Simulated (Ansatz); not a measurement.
Structure relaxation of Sn

Level of theory: DFT r2SCAN, scalar-relativistic, plane waves, PAW (Ansatz 0.2.0). Cutoff 500 eV, Γ-centred k mesh, Gaussian smearing, no spin polarisation in the final step.

Sn was placed on the alpha-boron structure type (R-3m, No. 166), at a guessed volume.

```
Sn
1.0
     4.24764    2.45238    7.24394
    -4.24764    2.45238    7.24394
     0.00000   -4.90475    7.24394
Sn
12
Direct
  0.01019 0.65361 0.01019
  0.01019 0.01019 0.65361
  0.65361 0.01019 0.01019
  0.98981 0.34639 0.98981
  0.34639 0.98981 0.98981
  0.98981 0.98981 0.34639
  0.22118 0.63060 0.22118
  0.22118 0.22118 0.63060
  0.63060 0.22118 0.22118
  0.77882 0.36940 0.77882
  0.36940 0.77882 0.77882
  0.77882 0.77882 0.36940
```

Steps on the 3×3×3 mesh (12 atoms). 6 of 6 steps are shown, and the free energy counts from the last. Trial steps that were taken back and renewals of the plane-wave basis can be among the rows.

```csv
step,ΔF (meV/atom),V (Å³/atom),P (GPa),largest force component (eV/Å)
1,55.3,37.73,1.47,0.634
2,11.9,39.01,-0.92,0.136
3,3.5,37.94,-0.37,0.116
4,0.6,36.97,0.07,0.081
5,0.0,37.05,0.01,0.013
6,0.0,37.05,0.01,0.013
```

Steps on the 6×6×6 mesh (12 atoms). 6 of 8 steps are shown, and the free energy counts from the last.

```csv
step,ΔF (meV/atom),V (Å³/atom),P (GPa),largest force component (eV/Å)
1,2.8,37.05,0.06,0.131
2,1.3,37.10,-0.04,0.052
3,0.8,37.07,0.01,0.040
4,0.2,37.03,-0.01,0.035
6,0.0,36.93,0.01,0.014
8,0.0,36.93,-0.01,0.001
```

A final relaxation ran on a 6×6×6 mesh. The relaxed crystal, R-3m (No. 166):

```cif
data_structure
_symmetry_space_group_name_H-M 'R-3m:H'
_symmetry_Int_Tables_number 166
_cell_length_a 8.0455
_cell_length_b 8.0455
_cell_length_c 23.7176
_cell_angle_alpha 90.000
_cell_angle_beta 90.000
_cell_angle_gamma 120.000
_cell_volume 1329.54
loop_
_atom_site_label
_atom_site_type_symbol
_atom_site_symmetry_multiplicity
_atom_site_Wyckoff_symbol
_atom_site_fract_x
_atom_site_fract_y
_atom_site_fract_z
_atom_site_occupancy
Sn1 Sn 18 h 0.12994 0.87006 0.89471 1
Sn2 Sn 18 h 0.53874 0.46126 0.69473 1
```

```
Volume per atom                    : 36.93 Å³
Density                            : 5.34 g/cm³
Energy over the standard structure : 0.32 eV/atom
Gap on the 6×6×6 mesh              : 0 eV (a metal)
```

Energies count from the standard state of Sn at the same level.

The final run used a 6×6×6 mesh on its 12-atom cell and 0.10 eV smearing. The k mesh leaves about 4 meV/atom of noise in metals.

A structure relaxed within its symmetry needn't be a true minimum.